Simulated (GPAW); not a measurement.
Set up this calculation in GPAW 26.7.0, as an ASE script.

```
Task                      : band structure
Functional                : LDA
Potentials or basis       : the program's PAW data sets (release 1.2.1) made for this functional
Cutoff                    : 600 eV
Basis                     : pw
k mesh                    : 6 × 6 × 4
Occupations               : fermi-dirac, width 0.05 eV
Spin                      : spin-orbit coupling, no magnetisation
Maxiter                   : 150
Band path                 : GMKGALHA,LM,KH
Band points               : 100
spin axis theta (degrees) : 0
spin axis phi (degrees)   : 0
Soc after scf             : second variation
```

The structure of PtSe2 (Sudovikovite) lies in PtSe2.xyz:

```xyz
3
Lattice="3.7240000000 0.0000000000 0.0000000000 -1.8620000000 3.2250786037 0.0000000000 0.0000000000 0.0000000000 5.0620000000" Properties=species:S:1:pos:R:3 pbc="T T T"
Pt     0.0000000000      0.0000000000      0.0000000000
Se     1.8620000002      1.0750262011      3.7965000000
Se    -0.0000000002      2.1500524026      1.2655000000
```

These files were run (other wordings do the same):

run.py

```python
import numpy as np
from ase.dft.bandgap import bandgap
from ase.io import read, write
from ase.units import GPa
from gpaw import GPAW, PW
from gpaw.spinorbit import soc_eigenstates

atoms = read('PtSe2.xyz')

calc = GPAW(mode=PW(600),
            xc='LDA',
            kpts={'size': (6, 6, 4), 'gamma': True},
            occupations={'name': 'fermi-dirac', 'width': 0.05},
            nbands=26,
            convergence={'density': 1e-05, 'energy': 1e-05},
            maxiter=150,
            txt='gpaw.txt')
atoms.calc = calc
energy = atoms.get_potential_energy()
forces = atoms.get_forces()
stress = atoms.get_stress()
calc.write('gs.gpw')
write('result.traj', atoms)
print(f'Energy: {energy:.6f} eV')
print('Forces (eV/A):')
print(forces.round(4))
print('Stress (GPa):', (stress / GPa).round(3))
print('Fermi level:', round(calc.get_fermi_level(), 4), 'eV')
print(f'Gap: {bandgap(calc)[0]:.4f} eV, direct: {bandgap(calc, direct=True)[0]:.4f} eV')

path = atoms.cell.bandpath('GMKGALHA,LM,KH', npoints=100, eps=1e-4)
bs_calc = calc.fixed_density(kpts=path, symmetry='off', nbands=41,
                             convergence={'bands': 'CBM+6.0', 'eigenstates': 1e-6}, txt='bands.txt')
bs = bs_calc.band_structure()
bs.write('bs.json')
print(f'Gap on the path: {bandgap(bs_calc)[0]:.4f} eV')

soc = soc_eigenstates(bs_calc, theta=0, phi=0)
np.savetxt('soc_bands.dat', soc.eigenvalues(), fmt='%.4f')
mesh = soc_eigenstates('gs.gpw', theta=0, phi=0)
np.savetxt('soc_mesh.dat', mesh.eigenvalues(), fmt='%.4f')
print('Fermi level with spin-orbit coupling:', round(mesh.fermi_level, 4), 'eV')
```

Potentials or basis: the program's PAW data sets (release 1.2.1) made for this functional, pw.

Run with:

```sh
$ OMP_NUM_THREADS=1 python run.py
```

Results of the run:

- Pressure: -0.7 GPa
- Largest force: 0.186 eV/Å
- Band gap along the path: none (metal or under the smearing width)

Caveat: spin-orbit coupling was added after a scalar SCF, so levels and gaps hold it while energy, forces, pressure and moments don't; this program's spin-orbit splittings come out too wide for heavy elements.

Wall time 90 s on 1 thread of Arm Neoverse V2 (shared host), peak memory 0.42 GiB.
